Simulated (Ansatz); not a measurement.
# TePb under changes of volume

One of the cells (33.730 Å³/atom); the others are scaled copies at fixed shape and fractional positions:

```
Pb Te
1.0
     0.00000    3.23100    3.23100
     3.23100    0.00000    3.23100
     3.23100    3.23100    0.00000
Pb Te
1 1
Direct
  0.00000 0.00000 0.00000
  0.50000 0.50000 0.50000
```

- Program: Ansatz 0.2.0
- Functional: CAM-B3LYP
- Potentials or basis: Ansatz PAW
- Cutoff: 420 eV (not typed: the program's choice for these potentials)
- k mesh: 4 × 4 × 4
- Occupations: fermi-dirac, width 0.05 eV
- Spin: no spin polarisation

```tsv
volume (Å³/atom)	energy over the lowest point (meV/atom)	pressure (GPa)	gap on the mesh (eV)
31.706	75.14	6.5	3.19
32.380	50.52	5.2	3.25
33.055	31.42	3.9	3.31
33.730	?	?	?
34.404	7.63	1.8	3.41
35.079	1.99	0.9	3.46
35.753	0.00	0.1	3.50
```

Q: What does the run at 33.730 Å³/atom give?

A: Energy over the lowest point 17.29 meV/atom; pressure 2.8 GPa; gap on the mesh 3.36 eV.

Worked out: A Birch-Murnaghan fit of order 3 (a polynomial in V^(-2/3)) to the other rows has its minimum at 35.82 Å³/atom, just outside them, with B0 = V·E''(V) = 41 GPa and B' = 4.5. It gives 17.28 meV/atom at 33.730 Å³/atom, against the run's 17.29, and -dE/dV = 2.8 GPa, against 2.8. A straight line through the other rows of the gap, of slope 2.59 eV per unit of ln V (its deformation potential), gives 3.36 eV, against the run's 3.36.

Energies are extrapolated to zero smearing.

Caveats: some runs use coarse meshes; spin-orbit coupling is left out, which as a rule narrows the gap of such compounds by several tenths of an eV; the PAW data sets come from PBE, with cores solved anew for the run's functional, which leaves a small shift of forces and pressure; the thresholds are loose for stress.

A mesh can miss the band edges.
